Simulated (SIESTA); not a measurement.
BN:

```
N B
1.0
     2.55394    0.00000    0.00000
    -1.27697    2.21178    0.00000
     0.00000    0.00000    4.22685
N B
2 2
Direct
  0.33333 0.66667 0.12528
  0.66667 0.33333 0.62528
  0.33333 0.66667 0.49972
  0.66667 0.33333 0.99972
```

Measurements of this composition are mostly on another form, of space group No. 194.

Program: SIESTA 5.4.2. Alike in all runs: task single point; level PBE; no spin polarisation; cell as given; k mesh 12 × 12 × 6; smearing fermi-dirac 0.05 eV; grid cutoff 800 Ry; energy shift 0.003 Ry. Hardware: 1 thread of Intel(R) Xeon(R) 6975P-C (Granite Rapids), with other jobs on the host.

**Question.** Order these runs on this cell by their wall time, lowest first.
A. potentials or basis PseudoDojo 0.4 standard (PBE files), SZ (energy shift 0.003 Ry)
B. potentials or basis PseudoDojo 0.4 standard (PBE files), TZDP (energy shift 0.003 Ry)
C. potentials or basis PseudoDojo 0.4 standard (PBE files), DZP (energy shift 0.003 Ry)

**Answer.** A (18 s), C (95 s), B (240 s).

Caveats: the basis has no polarisation orbitals (some runs).
